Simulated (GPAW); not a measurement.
Here is a GPAW 26.7.0 calculation.

Contents of run.py:

```python
from ase import Atoms
from ase.filters import FrechetCellFilter
from ase.io import write
from ase.optimize import BFGS
from ase.units import GPa
from gpaw import GPAW, PW, setup_paths

setup_paths.insert(0, '.')

atoms = Atoms(['Ta', 'Ta'],
              cell=[[2.9003720726, 0.0, 0.0],
                    [-1.4501860363, 2.5117958953, 0.0],
                    [0.0, 0.0, 5.166274]],
              scaled_positions=[[0.3333333333, 0.6666666667, 0.25],
                                [0.6666666667, 0.3333333333, 0.75]],
              pbc=True)

calc = GPAW(mode=PW(600),
            xc='PBEsol',
            kpts={'size': (8, 8, 4), 'gamma': True},
            occupations={'name': 'fermi-dirac', 'width': 0.05},
            nbands=26,
            convergence={'density': 1e-05, 'forces': 0.0001},
            maxiter=150,
            txt='gpaw.txt')
atoms.calc = calc
opt = BFGS(FrechetCellFilter(atoms, scalar_pressure=5 * GPa), trajectory='relax.traj', logfile='-')
done = opt.run(fmax=0.02, steps=60)
calc.write('gs.gpw')
write('result.traj', atoms)
print('Converged:', done)
print('Cell:', atoms.cell.cellpar().round(4))
print('Volume:', round(atoms.get_volume(), 4))
print(atoms.get_scaled_positions().round(5))
```

Potentials or basis: PAW data sets generated in the run's folder for this functional, pw.

The run is started by

```sh
$ gpaw-setup -f PBEsol Ta
$ OMP_NUM_THREADS=1 python run.py
```

Question: Predict the relaxed cell.

Answer: a = 2.853 Å, b = 2.853 Å, c = 5.030 Å, α = 90.00°, β = 90.00°, γ = 120.00°.

Question: Estimate the space group after relaxing (to 0.05 Å).

Answer: P6_3/mmc (No. 194).

Question: What does it give for the relaxed volume?

Answer: 17.72 Å³/atom.

Final structure:
```
CELL_PARAMETERS angstrom
2.85260 0.00000 0.00000
-1.42630 2.47042 0.00000
0.00000 0.00000 5.03012
ATOMIC_POSITIONS crystal
Ta 0.33333 0.66667 0.25000
Ta 0.66667 0.33333 0.75000
```

Caveat: later steps reuse the first step's grids. Spin-orbit coupling is left out, which matters for the levels of Ta.
